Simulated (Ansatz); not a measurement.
Rocksalt CaSe, relaxed with r2SCAN in the plane-wave code Ansatz: the symmetry is Fm-3m (No. 225, cubic); conventional cell a = 5.935 Å, 26.13 Å³ an atom. Ca is surrounded by 6 Se at 2.97 Å; Se is surrounded by 6 Ca at 2.97 Å. It was then strained (uniaxial along z, other directions held), atoms relaxed again within the symmetry left. Unstrained, HSE06 gives 2.999 eV (Γ → X, 6×6×6 mesh), and the band edges keep their places in every row. Only one sign of strain is shown, since it lowers the symmetry, and equivalent edge states can then move with another slope on the other side. Stress is positive in compression. Calculated for a static, non-magnetic cell.

Axes as in this cell:
```yaml
crystal:
  lattice:
    - [0.00000, 2.96754, 2.96754]
    - [2.96754, 0.00000, 2.96754]
    - [2.96754, 2.96754, 0.00000]
  atoms:
    - { symbol: Ca, position: [0.00000, 0.00000, 0.00000] }
    - { symbol: Se, position: [0.50000, 0.50000, 0.50000] }
```

```tsv
strain (%)	ε	ΔE_g, HSE06 (eV)	Δσ_zz, r2SCAN (GPa)
+1.43	+0.0143	+0.030	-1.52
+2.0	+0.0200	+0.042	-2.05
+4.02	+0.0402	+0.081	-3.64
```

Q: Fit ΔE_g = a x + b x² to these rows by least squares, with x = ε.

A: The normal equations take Σx² = 2.221e-03, Σx³ = 7.589e-05, Σx⁴ = 2.813e-06, ΣxΔE = 4.525e-03 and Σx²ΔE = 1.538e-04, and give a = +2.17 eV, b = -3.7 eV; the largest residual is 0.000 eV.

Q: Fit the change of σ_zz in the same way.

A: Δσ_zz = -114.6 x + (600) x² GPa. The slope, 115 GPa, is C₁₁ in these axes.

Q: Predict the withheld row at +3.29 % (x = +0.0329).

A: ΔE_g ≈ +2.17 × (+0.0329) + (-3.7) × (+0.0329)² = +0.067 eV, and Δσ_zz ≈ -3.12 GPa. The runs give +0.067 eV and -3.11 GPa, off by 0.000 eV and +0.01 GPa.

The runs are scalar-relativistic, without spin-orbit coupling.
